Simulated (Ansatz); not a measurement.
System: FeO, 4 atoms in the cell.

```
CELL_PARAMETERS angstrom
-4.14102 0.26850 4.14925
-0.01778 2.09522 2.19110
-2.11307 2.02130 0.09169
ATOMIC_POSITIONS crystal
Fe 0.26820 0.82412 0.90267
O 0.51763 0.39844 0.34892
Fe 0.77240 0.84266 0.89201
O 0.03409 0.32543 0.40507
```

Level of theory: Ansatz 0.2.0 development build, PBE+U, plane waves, PAW datasets (generated soft set 1).

Cutoff 420 eV; k-mesh 3×3×3 Γ-centred; Fermi–Dirac smearing of 0.15 eV; starting moments Fe1 3.4, Fe3 -3.4 μB; U(eff) = 4 eV on Fe d (Dudarev, default projectors).

As given, the pressure is 52.97 GPa.

```
atom  Fx (eV/Å)  Fy (eV/Å)  Fz (eV/Å)  moment (μB)
 Fe1      0.161      0.363      0.791         3.20
  O2     -0.893     -0.834     -0.515         0.00
 Fe3      0.128      0.302      0.405        -3.24
  O4      0.604      0.169     -0.681         0.01
```
Site moments are counted near each atom and needn't add up to the net moment.

Q: The cell is scaled to 98 % of its volume at fixed fractional coordinates. What happens?

A: The pressure goes up by 7.53 GPa to 60.50 GPa, a clamped-ion bulk modulus of about 373 GPa at this volume, and the free energy changes by +61.0 meV/atom.

```csv
atom,Fx (eV/Å),Fy (eV/Å),Fz (eV/Å),moment (μB)
Fe1,0.177,0.390,0.836,3.18
O2,-0.964,-0.875,-0.574,0.00
Fe3,0.134,0.319,0.443,-3.22
O4,0.654,0.166,-0.706,0.01
```
Site moments are counted near each atom and needn't add up to the net moment.

The stress includes the program's correction for the finite plane-wave basis.

The k-mesh is coarse, so these values belong to this mesh and can lie far from the converged ones. The cell is a model and need not be the structure known for this compound. With open shells the self-consistent state may not be the lowest one.
